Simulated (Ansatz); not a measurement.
# MnS₃: from a trial structure to a relaxed crystal

The calculation used DFT PBE, scalar-relativistic, plane waves, PAW in Ansatz 0.2.0. Cutoff 420 eV, Γ-centred k mesh, Gaussian smearing, collinear spin, first started from parallel moments.

The start puts MnS₃ on the Cu3Au (L1_2) structure type (Pm-3m, No. 221), with Mn in place of Au, S in place of Cu, at a guessed volume.

```yaml
crystal:
  lattice:
    - [4.20651, 0.00000, 0.00000]
    - [0.00000, 4.20651, 0.00000]
    - [0.00000, 0.00000, 4.20651]
  atoms:
    - { symbol: Mn, position: [0.00000, 0.00000, 0.00000] }
    - { symbol: S, position: [0.00000, 0.50000, 0.50000] }
    - { symbol: S, position: [0.50000, 0.00000, 0.50000] }
    - { symbol: S, position: [0.50000, 0.50000, 0.00000] }
```

Cell and atoms relax at zero pressure; the relaxation can't lower the symmetry of the start. After a coarse first stage the cell is made exact in the group found at 0.06 Å.

Energies over the elements count from the elements' standard structures at the same level, with no empirical corrections.

**Question.** Describe the relaxed structure.

**Answer.** It keeps Pm-3m (No. 221). The result has the Cu3Au (L1_2) structure. Conventional cell: a = 4.058 Å. Mn is coordinated by 12 S at 2.87 Å; S has 4 Mn at 2.87 Å and 8 S at 2.87 Å.

```
Mn S
1.0
     4.05791    0.00000    0.00000
     0.00000    4.05791    0.00000
     0.00000    0.00000    4.05791
Mn S
1 3
Direct
  0.00000 0.00000 0.00000
  0.00000 0.50000 0.50000
  0.50000 0.00000 0.50000
  0.50000 0.50000 0.00000
```

**Question.** What are its volume, energy, gap and moment?

**Answer.** The volume per atom is 16.70 Å³. The density is 3.76 g/cm³. The energy over the elements is 0.72 eV/atom. The gap on the 12×12×12 mesh is 0 eV (a metal), the net moment per atom is 1.12 μB and the largest site moment is 4.32 μB.

The final run used a 12×12×12 mesh on its 4-atom cell and 0.10 eV smearing. For metals, differences of a few meV/atom aren't resolved. A structure relaxed within its symmetry needn't be a true minimum. The steps took of the order of 60 core-seconds in all.

Cost: 3 runs of about 0.96 core-minutes in all, on Arm Neoverse V2 (shared hosts).